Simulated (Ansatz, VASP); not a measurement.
## BP in VASP and in Ansatz

```xyz
2
Lattice="2.0250 -2.0248 0.0000 2.0250 2.0248 0.0000 0.0000 0.0000 3.4065" Properties=species:S:1:pos:R:3 pbc="T T T"
B     0.0000    0.0000    1.7032
P     2.0250    0.0000    1.7032
```

Alike in both runs: functional PBE; k mesh 8 × 8 × 4; occupations gaussian, width 0.1 eV; no spin polarisation.

Ansatz relaxed the structure, and its values are those at the end. VASP's run is a single point on that final structure, the one shown.

|  | VASP | Ansatz |
| --- | --- | --- |
| version | VASP 6.6.1 | Ansatz 0.2.0 |
| potentials or method | VASP PAW PBE potentials, release 64 (B, P) | scalar-relativistic, plane waves, PAW |
| plane-wave cutoff (eV) | 520 | 420 |
| valence electrons in the cell | 8 | 8 |

|  | VASP | Ansatz | Ansatz less VASP |
| --- | --- | --- | --- |
| gap on the k mesh at the Fermi level (eV) | none | none | - |
| pressure (GPa) | -0.3 | -0.1 | +0.16 |

A gap of «none» marks a metal or a gap that the smearing closes. The functional is the same, so the differences come from potentials, cutoffs and numerics.

Caveats: the k mesh is coarse (spacing up to 0.46 Å⁻¹), so the values aren't converged; this functional lacks dispersion, which binds the layers, so the pressure and a relaxed spacing across them are unreliable.
